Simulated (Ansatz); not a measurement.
HgTe: enthalpy against pressure

HgTe, F-43m, a = 6.652 Å. Ansatz: PBE, PAW, 420 eV, Γ-centred 12×12×12 mesh on 2 atoms, Gaussian smearing 0.10 eV; no spin polarisation. Cell and atoms are relaxed at each pressure, and no other structure is tried, so the rows at high pressure may lie past a change of phase. y is the enthalpy over the state at zero pressure; there V0 = 36.800 Å³/atom. The pressures are the targets, met within 0.04 GPa.

```tsv
P (GPa)	y (eV/atom)
-2.0	-0.4744
0.0	0.0000
2.0	0.4470
5.0	?
10.0	2.0711
20.0	3.8846
40.0	7.1191
```

**Question.** Fit y = c1 P + c2 P² + c3 P³ to the other rows, say what c1 and c2 mean, and predict the missing value.

**Answer.** Least squares on the rows shown. y = 0.22615 P − 0.0020073 P² + 2.0081×10⁻⁵ P³. Since dH/dP = V, c1 is V0: 0.22615 eV/GPa × 160.2 = 36.229 Å³ against 36.800; c2 = −V0/(2B0) gives B0 = 56 GPa, where a Birch–Murnaghan fit to the volumes of the same runs (not shown) gives 34 GPa: a cubic over this range folds the higher terms into c2. Above P = −c2/(3 c3) = 33 GPa the cubic's slope, the volume, would rise with pressure, so the form fails there. At P = 5.0 the fit asked for gives 1.0831 eV/atom. The run gave 1.0814 eV/atom, so the fit is 0.0017 eV/atom too high, within the rms miss on the fitted rows (0.0079 eV/atom).

Spin–orbit coupling is left out, which can shift energies with elements as heavy as these.